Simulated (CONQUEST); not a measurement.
Ge:

```xyz
4
Lattice="4.0007 0.0000 0.0000 0.0000 4.0007 0.0000 0.0000 0.0000 5.6578" Properties=species:S:1:pos:R:3 pbc="T T T"
Ge    0.0000    2.0003    1.4145
Ge    2.0003    0.0000    4.2434
Ge    0.0000    0.0000    2.8289
Ge    2.0003    2.0003    0.0000
```

Base run:

| Quantity | Value |
| --- | --- |
| Program | CONQUEST 1.3 |
| Functional | PBE |
| Potentials or basis | PseudoDojo NC PBE, SZP, grid cutoff 120 Ha |
| k mesh | 7 × 7 × 5 |
| Occupations | fermi-dirac, width 0.05 eV |
| Spin | no spin polarisation |

Its results: band gap on the k mesh 0.33 eV; pressure 8.2 GPa.

Question: The run is repeated on the same cell with these changes: potentials or basis from PseudoDojo NC PBE, SZP, grid cutoff 120 Ha to PseudoDojo NC PBE, DZ, grid cutoff 120 Ha. What comes out?

Answer: Band gap on the k mesh none (metal or under the smearing width); pressure 4.4 GPa.

Caveats: the atomic basis is small; the basis of atomic orbitals isn't converged, which shifts pressures, moduli and gaps; the real-space grid breaks the cell's symmetry a little; an odd mesh through Γ misses points on the zone boundary, where band edges often lie (some runs); the box holds several primitive cells, so bands are folded and the points are those of the box's own zone (some runs).
